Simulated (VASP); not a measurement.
Si2Mo: equation of state with PBE

Si2Mo:

```
CELL_PARAMETERS angstrom
-1.60000 1.60000 3.93050
1.60000 -1.60000 3.93050
1.60000 1.60000 -3.93050
ATOMIC_POSITIONS crystal
Mo 0.00000 0.00000 0.00000
Si 0.66700 0.66700 0.00000
Si 0.33300 0.33300 0.00000
```

```
Program                : VASP 6.6.1
Task                   : equation of state
Functional             : PBE
Potentials or basis    : VASP PAW PBE potentials, release 64 (Mo_sv, Si)
Cutoff                 : 520 eV
k mesh                 : 12 × 12 × 12
Occupations            : fermi-dirac, width 0.05 eV
Spin                   : no spin polarisation
Further INCAR settings : ALGO = Normal; EDIFF = 1e-07; NBANDS = 18
```

| Item | Value |
| --- | --- |
| Equilibrium volume | 13.57 Å³/atom |
| Bulk modulus at fixed shape and positions | 208 GPa |
| Pressure derivative of the bulk modulus | 4.4 |

Energy against volume, from the lowest point:
| volume (Å³/atom) | energy (meV/atom) |
| --- | --- |
| 12.611 | 49.59 |
| 12.879 | 24.46 |
| 13.148 | 8.42 |
| 13.416 | 0.54 |
| 13.684 | 0.00 |
| 13.953 | 6.04 |
| 14.221 | 17.98 |

All runs of the series together: 16 min on 1 thread of Intel(R) Xeon(R) Platinum 8488C (Sapphire Rapids), on a shared host.

Caveat: the cell was scaled at fixed shape and fractional positions, which overstates the stiffness of a crystal with free parameters, most of all of layers and chains.
